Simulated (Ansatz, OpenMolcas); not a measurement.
## CHF3 (trifluoromethane): from total energies to a heat of formation

CHF3 has 5 atoms, charge 0, and is taken as a singlet. SMILES: `FC(F)F`. Geometry: relaxed at PBE0-D4/def2-TZVP.

Total energies at HF/3-21G (OpenMolcas 26.06); the atoms run unrestricted:

| species | state | energy (Eh) |
| --- | --- | --- |
| CHF3 | singlet | -334.950675 |
| F | doublet | -98.845009 |
| C | triplet | -37.481070 |
| H | doublet | -0.496199 |

Harmonic wavenumbers at PBE0-D4/def2-TZVP, in cm⁻¹: 510, 510, 708, 1159, 1180, 1180, 1397, 1397, 3131.

Measured heats of formation of the gaseous atoms at 298.15 K, in kJ/mol: F 79.4, C 716.9, H 218.0. Spin-orbit lowering of the atoms at 298 K (mean of the ground term's levels less their thermal mean, from spectra), in kJ/mol: F 1.29, C 0.02. Take 1 Eh = 2625.50 kJ/mol, 1 cm⁻¹ = 0.0119627 kJ/mol, RT = 2.479 kJ/mol.

Task: What heat of formation follows?

Result: 
1. Electronic atomisation energy: 3 × (-98.845009) + (-37.481070) + (-0.496199) − (-334.950675) = 0.438379 Eh = 1151.0 kJ/mol.
2. Zero-point energy: half the sum of the wavenumbers, 5586 cm⁻¹ = 66.8 kJ/mol.
3. Thermal vibrational enthalpy, Σ hcν̃/(exp(hcν̃/kT) − 1): 1.6 kJ/mol. Translation, rotation and pV of a non-linear molecule: 4 RT = 9.9 kJ/mol.
4. The 5 free atoms carry 5/2 RT each: 31.0 kJ/mol.
5. Spin-orbit coupling lowers the free atoms by 3 × 1.29 + 0.02 = 3.9 kJ/mol.
6. Atomisation enthalpy at 298 K: 1151.0 − 3.9 − 66.8 − 1.6 − 9.9 + 31.0 = 1099.8 kJ/mol.
7. Sum of the atoms' heats of formation: 1173.1 kJ/mol. Heat of formation: 1173.1 − 1099.8 = +73.3 kJ/mol.

The tabulated value is -695.9 kJ/mol (Active Thermochemical Tables), so this level is off by +769.1 kJ/mol, or 41.2 % of the atomisation enthalpy. Hartree–Fock leaves out correlation, which is larger in the molecule than in the atoms, so it underbinds and puts the heat of formation too high. A basis without polarisation functions underbinds badly. Anharmonicity and any spin-orbit splitting of the molecule are left out.
